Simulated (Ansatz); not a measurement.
# Zr3N4: gradients and densities at the nuclei, part 3 of 3

What field gradients would nuclear probes meet in Zr3N4? The gradients are computed first, then checked by further runs. The cell is a computed entry of the Materials Project. Planned: a single point, then r2SCAN, then a check of width with method with chi_scale.

Ansatz 0.2.0; DFT, PBE, plane-wave PAW, default files, scalar-relativistic, as far as a step names no other.

## 4. Trying other settings (scf.occupations.width removed, scf.occupations.method = tetrahedron_uncorrected, scf.initial_density.chi_scale = 0.1)

input.yaml

```yaml
crystal:
  lattice:
    - [-3.3875855465, 3.3875855465, 3.3875855465]
    - [3.3875855465, -3.3875855465, 3.3875855465]
    - [3.3875855465, 3.3875855465, -3.3875855465]
  atoms:
    - { symbol: Zr, position: [0.875, 0.125, 0.75] }
    - { symbol: Zr, position: [0.375, 0.25, 0.625] }
    - { symbol: Zr, position: [0.125, 0.75, 0.875] }
    - { symbol: Zr, position: [0.75, 0.875, 0.125] }
    - { symbol: Zr, position: [0.25, 0.625, 0.375] }
    - { symbol: Zr, position: [0.625, 0.375, 0.25] }
    - { symbol: "N", position: [0.63032569, 0.63032569, 0.63032569] }
    - { symbol: "N", position: [0.5, 0.0, 0.36967431] }
    - { symbol: "N", position: [0.0, 0.36967431, 0.5] }
    - { symbol: "N", position: [0.36967431, 0.5, 0.0] }
    - { symbol: "N", position: [0.0, 0.86967431, 0.5] }
    - { symbol: "N", position: [0.86967431, 0.5, 0.0] }
    - { symbol: "N", position: [0.13032569, 0.13032569, 0.13032569] }
    - { symbol: "N", position: [0.5, 0.0, 0.86967431] }
kpoints:
  mp_grid: { grid: [6, 6, 6] }
scf:
  occupations: { method: tetrahedron_uncorrected }
  initial_density: { chi_scale: 0.1 }
hamiltonian:
  xc: pbe
  pseudopotentials: { kind: paw }
output:
  forces: true
  stress: true
  populations: true
  efg:
    quadrupole_moments_barn: { Zr: -0.176, "N": 0.02044 }
    contact_densities: true
```

Run with:

```bash
$ ansatz run input.yaml --threads 1 --pin off --max-ram 2560MiB --backend cpu --events-out ev --progress --plain --runs-dir out
```

The program printed:

```text
Warning: RAYON_NUM_THREADS=1 ignored (pool sized by the plan → 1); use --threads N
Zr: output.efg is read without spin–orbit coupling, which moves field gradients at and beside such atoms by some per cent and up to a factor of two; PAW files take it under magnetization.noncollinear and magnetization.spin_orbit
Engine: ansatz 0.2.0, aarch64-unknown-linux-gnu
Pseudopotentials: kind: paw
Pseudopotential: Zr, paw, valence charge 12, recommended cutoff 420 eV (normal), Zr.paw.azcp
Pseudopotential: N, paw, valence charge 5, recommended cutoff 420 eV (normal), N.paw.azcp
Functional definition: PBE
  parameter kappa = 0.804
  parameter beta = 0.06672455060314922
  exchange = pbe_x(kappa = kappa, mu = beta*pi^2/3)
  correlation = pbe_c(beta = beta)
Crystal: 14 atoms, lattice volume = 155.500 Å³
Basis set: ecut = 420 eV, 3055 PW (Γ), exchange–correlation on 80×80×80 points (8 copies of the dense FFT grid, shifted against one another)
Bands: 70, of which v1, the nominal top of the filled ones, is band 56 counted from 1 (55 counted from 0)
Symmetry: 24 space group operations
Space group: I-43d (ITA 220), of the structure as read, at distance tolerance 5.4e-5 Å
k-points: 16 of 216 (time reversal used)
Non-local potential: Zr, projectors of the file, l = 0: 3, l = 1: 2, l = 2: 2, l = 3: 2
Non-local potential: N, projectors of the file, l = 0: 2, l = 1: 2, l = 2: 1
PAW form: soft (Blöchl's): semilocal exchange-correlation on the pseudo side does not see the compensation charge
PAW one-centre angular grid: Zr, 590 points (default); XC on 64 Gauss nodes
PAW one-centre angular grid: N, 110 points (default); XC on 64 Gauss nodes
Initial density: superposition of atomic densities (chi_scale 0.1, normalization cell, long waves kept (reshape's long-wave potential 0.00 eV rms))
Initial wavefunctions: pseudopotential atomic-orbital guess
Functional: x = pbe(κ = 0.804, μ = 0.2195149727645171), c = pbe(β = 0.06672455060314922)
SCF iter   1: F=—  HF=-28197.628729 eV  |F-HF|=—  |Δ(HF+E_count)|=         —  Δρ=7.11e-2  dr2=9.81e0  ethr=3.10e-3  ⟨swp⟩=4.8  Hψ=3938  notcnv=0  defer=25
preconditioner: auto → Resta (q_TF=auto, 2.583 Å⁻¹)  ε∞=4.1  [insulator: Δε(μ)=1.548 eV  Ē_g=16.872 eV  n_scr=42 (ndim 8)  ℏωp=29.8 eV  f_vac=0.000  ε∞_Penn≈4.1]
SCF iter   2: F=—  HF=-28195.927385 eV  |F-HF|=—  |Δ(HF+E_count)|=    1.70e0  Δρ=3.67e-2  dr2=9.90e-1  ethr=3.10e-3  ⟨swp⟩=2.2  Hψ=1899  notcnv=0  defer=139
SCF iter   3: F=—  HF=-28195.846901 eV  |F-HF|=—  |Δ(HF+E_count)|=   8.05e-2  Δρ=1.77e-2  dr2=2.70e-1  ethr=8.84e-4  ⟨swp⟩=2.0  Hψ=1450  notcnv=0  defer=139
SCF iter   4: F=—  HF=-28195.868326 eV  |F-HF|=—  |Δ(HF+E_count)|=   2.14e-2  Δρ=5.92e-3  dr2=3.10e-2  ethr=2.41e-4  ⟨swp⟩=2.0  Hψ=1066  notcnv=0  defer=139
SCF iter   5: F=—  HF=-28195.873139 eV  |F-HF|=—  |Δ(HF+E_count)|=   4.81e-3  Δρ=9.76e-4  dr2=8.86e-4  ethr=2.76e-5  ⟨swp⟩=2.7  Hψ=1501  notcnv=0  defer=139
SCF iter   6: F=—  HF=-28195.873509 eV  |F-HF|=—  |Δ(HF+E_count)|=   3.70e-4  Δρ=1.55e-4  dr2=2.62e-5  ethr=7.91e-7  ⟨swp⟩=2.7  Hψ=1578  notcnv=0  defer=139
SCF iter   7: F=—  HF=-28195.873464 eV  |F-HF|=—  |Δ(HF+E_count)|=   4.55e-5  Δρ=1.57e-5  dr2=2.52e-7  ethr=2.34e-8  ⟨swp⟩=2.6  Hψ=1823  notcnv=0  defer=139
SCF iter   8: F=-28195.873464 eV  HF=-28195.873464 eV  |F-HF|=3.36e-9  |Δ(HF+E_count)|=   1.07e-7  Δρ=2.56e-6  dr2=5.22e-9  ethr=8.93e-11  ⟨swp⟩=8.0  Hψ=4861  notcnv=0
SCF 1 converged in 8 iterations: F = -28195.873464 eV  dr2 = 5.22e-9
SCF converged after 8 iterations
Free energy (F): -28195.873464 eV
Harris-Foulkes:  -28195.873464 eV  (|F-HF|=3.36e-9)
Internal energy: -28195.873464 eV  (E = F + TS)
E sigma→0 (E₀):  -28195.873464 eV
Fermi energy:    15.980601 eV
--- Per-component energies (eV) ---
  E_band       = -118.449318
  E_kinetic    = 3060.841821
  E_local      = -3896.517858  (includes V_loc(G=0)·N_el)
  E_nonlocal   = 824.462509
  E_hartree    = 1147.125835
  E_xc         = -1466.325187
  E_vxc        = -1777.608964  (∫ρ·V_xc dr)
  E_paw        = -18733.683403  (= ΣΔE_a)
  E_vpaw       = -623.879632  (= ΣTr[D̂ρ^β])
  E_aug_tail   = 0.000920  (compensation charges beyond the density's cutoff)
  E_ewald      = -9131.778102
  E_smearing   = -0.000000  (= −TS)
  E_closure    = 0.000000  (closes the sum)
  Σ components = -28195.873464   (vs F -28195.873464, Δ=0.00e0)
--- Forces (eV/Å), atoms counted from 1 ---
  atom   1  Zr    -0.00000000     0.00000000     0.00000000
  atom   2  Zr    -0.00000000     0.00000000    -0.00000000
  atom   3  Zr    -0.00000000     0.00000000    -0.00000000
  atom   4  Zr     0.00000000    -0.00000000     0.00000000
  atom   5  Zr     0.00000000     0.00000000     0.00000000
  atom   6  Zr    -0.00000000     0.00000000    -0.00000000
  atom   7  N      0.05881371     0.05881371     0.05881371
  atom   8  N     -0.05881371    -0.05881371     0.05881371
  atom   9  N     -0.05881371     0.05881371    -0.05881371
  atom  10  N      0.05881371    -0.05881371    -0.05881371
  atom  11  N     -0.05881371     0.05881371    -0.05881371
  atom  12  N      0.05881371    -0.05881371    -0.05881371
  atom  13  N      0.05881371     0.05881371     0.05881371
  atom  14  N     -0.05881371    -0.05881371     0.05881371
  max |Σ_I F_I| component: 4.86e-17 eV/Å
--- Stress (GPa, compression-positive) ---
        1.903589       0.000000       0.000000
        0.000000       1.903589       0.000000
        0.000000      -0.000000       1.903589
  P = ⅓ Tr σ = 1.9036 GPa (19.036 kbar)
--- PAW observables at the nuclei: V_zz in 10²¹ V/m², potentials from the cell's mean, atoms counted from 1 ---
  atom   1  Zr V_zz =   +12.339066   η = 0.0000   by run symmetry: allowed   C_q = -52.5109 MHz
            electrostatic potential = -5930.348101 V   contact ρ = 490522.206560 e/Å³
  atom   2  Zr V_zz =   +12.339066   η = 0.0000   by run symmetry: allowed   C_q = -52.5109 MHz
            electrostatic potential = -5930.348101 V   contact ρ = 490522.206560 e/Å³
  atom   3  Zr V_zz =   +12.339066   η = 0.0000   by run symmetry: allowed   C_q = -52.5109 MHz
            electrostatic potential = -5930.348101 V   contact ρ = 490522.206560 e/Å³
  atom   4  Zr V_zz =   +12.339066   η = 0.0000   by run symmetry: allowed   C_q = -52.5109 MHz
            electrostatic potential = -5930.348101 V   contact ρ = 490522.206560 e/Å³
  atom   5  Zr V_zz =   +12.339066   η = 0.0000   by run symmetry: allowed   C_q = -52.5109 MHz
            electrostatic potential = -5930.348101 V   contact ρ = 490522.206560 e/Å³
  atom   6  Zr V_zz =   +12.339066   η = 0.0000   by run symmetry: allowed   C_q = -52.5109 MHz
            electrostatic potential = -5930.348101 V   contact ρ = 490522.206560 e/Å³
  atom   7  N  V_zz =    +0.770875   η = 0.0000   by run symmetry: allowed   C_q = +0.3810 MHz
            electrostatic potential = -523.984454 V   contact ρ = 1415.441654 e/Å³
  atom   8  N  V_zz =    +0.770875   η = 0.0000   by run symmetry: allowed   C_q = +0.3810 MHz
            electrostatic potential = -523.984454 V   contact ρ = 1415.441654 e/Å³
  atom   9  N  V_zz =    +0.770875   η = 0.0000   by run symmetry: allowed   C_q = +0.3810 MHz
            electrostatic potential = -523.984454 V   contact ρ = 1415.441654 e/Å³
  atom  10  N  V_zz =    +0.770875   η = 0.0000   by run symmetry: allowed   C_q = +0.3810 MHz
            electrostatic potential = -523.984454 V   contact ρ = 1415.441654 e/Å³
  atom  11  N  V_zz =    +0.770875   η = 0.0000   by run symmetry: allowed   C_q = +0.3810 MHz
            electrostatic potential = -523.984454 V   contact ρ = 1415.441654 e/Å³
  atom  12  N  V_zz =    +0.770875   η = 0.0000   by run symmetry: allowed   C_q = +0.3810 MHz
            electrostatic potential = -523.984454 V   contact ρ = 1415.441654 e/Å³
  atom  13  N  V_zz =    +0.770875   η = 0.0000   by run symmetry: allowed   C_q = +0.3810 MHz
            electrostatic potential = -523.984454 V   contact ρ = 1415.441654 e/Å³
  atom  14  N  V_zz =    +0.770875   η = 0.0000   by run symmetry: allowed   C_q = +0.3810 MHz
            electrostatic potential = -523.984454 V   contact ρ = 1415.441654 e/Å³
--- Band table (eV; the first three rows and the last of 16) ---
  k-point 0: bands = ["-32.7151", "-32.5812", "-32.5812", "-32.5812", "-32.5361", "-32.5361", "-11.2305", "-11.2305", "-11.2305", "-11.1364", "-11.1364", "-11.1364", "-11.0550", "-10.6444", "-10.6444", "-10.6444", "-10.5927", "-10.5927", "-10.3686", "-10.3686", "-10.3686", "-10.3596", "-10.3596", "-10.3596", "0.7641", "1.7734", "3.2171", "3.2171", "3.2171", "3.2663", "3.2663", "3.2663", "10.3135", "10.3135", "10.3209", "10.3209", "10.3209", "11.2333", "11.2333", "11.5970", "12.5983", "12.5983", "12.5983", "13.3714", "13.4556", "13.4556", "13.4556", "14.2395", "14.2395", "14.2395", "14.6921", "14.6921", "14.6921", "15.9806", "15.9806", "15.9806", "16.6611", "16.6611", "17.3363", "17.3363", "17.3363", "19.2532", "19.2532", "19.2532", "20.3177", "20.3177", "20.3177", "20.6229", "20.6229", "20.6229"]
  k-point 1: bands = ["-32.7051", "-32.5869", "-32.5826", "-32.5822", "-32.5386", "-32.5359", "-11.2679", "-11.2581", "-11.2012", "-11.1728", "-11.0546", "-11.0533", "-10.9895", "-10.7534", "-10.6893", "-10.6417", "-10.5435", "-10.4997", "-10.4546", "-10.4067", "-10.4053", "-10.3749", "-10.3580", "-10.3477", "0.9476", "1.8529", "3.0774", "3.1015", "3.1488", "3.1823", "3.2514", "3.2645", "10.0188", "10.2274", "10.5556", "10.7195", "10.8427", "11.3427", "11.3915", "11.6143", "12.4720", "12.5348", "12.6720", "13.2388", "13.3944", "13.4013", "13.4118", "14.0686", "14.1044", "14.1645", "14.3639", "14.3959", "14.6432", "15.4843", "15.7077", "15.8491", "17.0198", "17.0829", "17.6256", "17.6465", "17.7473", "18.9811", "19.0844", "19.1394", "20.1735", "20.1998", "20.3121", "20.6070", "20.6730", "20.9055"]
  k-point 2: bands = ["-32.6779", "-32.6076", "-32.5851", "-32.5844", "-32.5404", "-32.5364", "-11.2806", "-11.2755", "-11.1471", "-11.1190", "-11.0424", "-10.9368", "-10.8554", "-10.8134", "-10.7178", "-10.6678", "-10.6266", "-10.4938", "-10.4833", "-10.4720", "-10.4629", "-10.3872", "-10.3645", "-10.3514", "1.4352", "2.0709", "2.7119", "2.8124", "3.0123", "3.0181", "3.2097", "3.2353", "10.1524", "10.4829", "10.9979", "11.0983", "11.1578", "11.6948", "11.8089", "11.8442", "12.2080", "12.2626", "12.5577", "13.0829", "13.2255", "13.3259", "13.3813", "13.6370", "13.8800", "13.9017", "13.9463", "14.0364", "14.6800", "14.7687", "15.0668", "15.4837", "17.6958", "17.7919", "17.9912", "18.2448", "18.4149", "18.8061", "19.1679", "19.5570", "19.9432", "20.1696", "20.2422", "20.4632", "20.6583", "20.7491"]
  k-point 15: bands = ["-32.5889", "-32.5889", "-32.5889", "-32.5889", "-32.5889", "-32.5889", "-11.0465", "-11.0465", "-11.0465", "-11.0465", "-11.0465", "-11.0465", "-10.9509", "-10.9509", "-10.5469", "-10.5469", "-10.5469", "-10.5469", "-10.5305", "-10.5305", "-10.5305", "-10.5305", "-10.5305", "-10.5305", "2.4283", "2.4283", "2.4283", "2.4283", "2.4283", "2.4283", "3.5688", "3.5688", "10.9627", "10.9627", "10.9627", "10.9627", "10.9627", "10.9627", "11.7630", "11.7630", "11.7630", "11.7630", "11.7630", "11.7630", "13.5065", "13.5065", "13.5065", "13.5065", "13.5065", "13.5065", "14.3066", "14.3066", "15.4231", "15.4231", "15.4231", "15.4231", "19.2360", "19.2360", "19.2360", "19.2360", "19.2360", "19.2360", "19.5733", "19.5733", "20.0638", "20.0638", "20.0638", "20.0638", "20.3492", "20.3492"]
--- Löwdin populations: 14 sites ---
  site symbol       q [e]
     0     Zr     10.9773
     1     Zr     10.9773
     2     Zr     10.9773
     3     Zr     10.9773
     4     Zr     10.9773
     5     Zr     10.9773
     6      N      5.7127
     7      N      5.7127
     8      N      5.7127
     9      N      5.7127
    10      N      5.7127
    11      N      5.7127
    12      N      5.7127
    13      N      5.7127
  spilling = 0.003878 (of n_electrons = 112.000000)
```

It took 24 s on 1 thread of Arm Neoverse V1, shared host; peak memory 0.42 GiB.

At the end: gap on the mesh 0.68 eV, largest force 0.102 eV/Å, pressure 1.9 GPa.

Against step 2 (V_zz in 10²¹ V/m²):

| site | atoms | V_zz, PBE | V_zz, new settings | η, PBE | η, new settings |
| --- | --- | --- | --- | --- | --- |
| Zr | 1, 2, 3, … | 12.34 | 12.34 | 0.00 | 0.00 |
| N | 7, 8, 9, … | 0.77 | 0.77 | 0.00 | 0.00 |

The sizes of the gradients above 0.15 moved by less than 0.1 % at any site. The free energy stayed within 0.1 meV/atom.

## 5. Simulated spectra, from step 2

¹⁴N (I = 1, Q = 20.44 mb) in zero field: pure quadrupole lines, for atoms at rest. Strengths are squared matrix elements for a powder, against the strongest line of the same site.

```
site  count  line (MHz)  strength
   N      8       0.286      1.00
```

## 6. Outcome

What follows sums up all 3 parts.

| quantity | value |
| --- | --- |
| state (step 2) | gap on the mesh 0.68 eV, largest force 0.102 eV/Å, pressure 1.9 GPa |
| V_zz by site, step 2 (10²¹ V/m²) | Zr 12.34, N 0.77 |
| largest C_Q in size, step 2 | 52.5 MHz, ⁹¹Zr at Zr |
| step 3 (functional r2SCAN) against step 2 | 3 % at N (0.77 to 0.79) |
| step 4 (scf.occupations.width removed, scf.occupations.method = tetrahedron_uncorrected, scf.initial_density.chi_scale = 0.1) against step 2 | less than 0.1 % at any site |

In words: The largest gradient sits at Zr (8 N at 2.22–2.48 Å). With so small a gap the gradients can converge slowly in k; no denser mesh was tried here. Going from PBE to r2SCAN moves the gradients by up to 3 %. The ¹⁴N zero-field lines reach up to 0.286 MHz, too low for direct NQR; such couplings are read from NMR line shapes. With a gap of 0.7 eV on this mesh, small gradients can still move by 0.1 × 10²¹ V/m² or more as the k-mesh gets denser. The program warns that gradients near heavy atoms lack spin–orbit coupling.

These are semilocal Kohn-Sham gaps, which aren't the measured quantity. Such gaps usually fall short of the measured ones.
